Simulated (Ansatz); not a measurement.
LiH (zincblende) was relaxed with 5 functionals in the PAW code Ansatz, cell and atoms free, the symmetry of the start kept (meshes: PBE 12×12×12, r2SCAN 10×10×10, PBEsol 10×10×10, LDA 10×10×10, HSE06 6×6×6). Spin-unpolarised throughout. Whether this structure exists isn't addressed.

The LDA result:
```
Li H
1.0
     0.00000    2.09043    2.09043
     2.09043    0.00000    2.09043
     2.09043    2.09043    0.00000
Li H
1 1
Direct
  0.00000 0.00000 0.00000
  0.25000 0.25000 0.25000
```

The symmetry is F-43m (No. 216, cubic); conventional cell a = 4.181 Å, 9.13 Å³ an atom. Around Li lie 4 H at 1.81 Å; around H lie 4 Li at 1.81 Å.

Task: How does the cell change with HSE06?

Result: a = 4.272 Å; the volume differs by +6.7 % from LDA's. Around Li lie 4 H at 1.85 Å; around H lie 4 Li at 1.85 Å.

Task: What lattice does r2SCAN give?

Result: a = 4.290 Å; the volume differs by +8.1 % from LDA's. Li has 4 H at 1.86 Å; H has 4 Li at 1.86 Å.

Task: Held at the r2SCAN cell, what mean stress do LDA and PBE find, and does its sign point to their own minimum?

Result: Yes. LDA -2.08 GPa, and its relaxed volume is -7.5 % from r2SCAN's; PBE -0.06 GPa, and its relaxed volume is -0.2 % from r2SCAN's. Compression counts positive, so a positive stress asks for a larger cell.
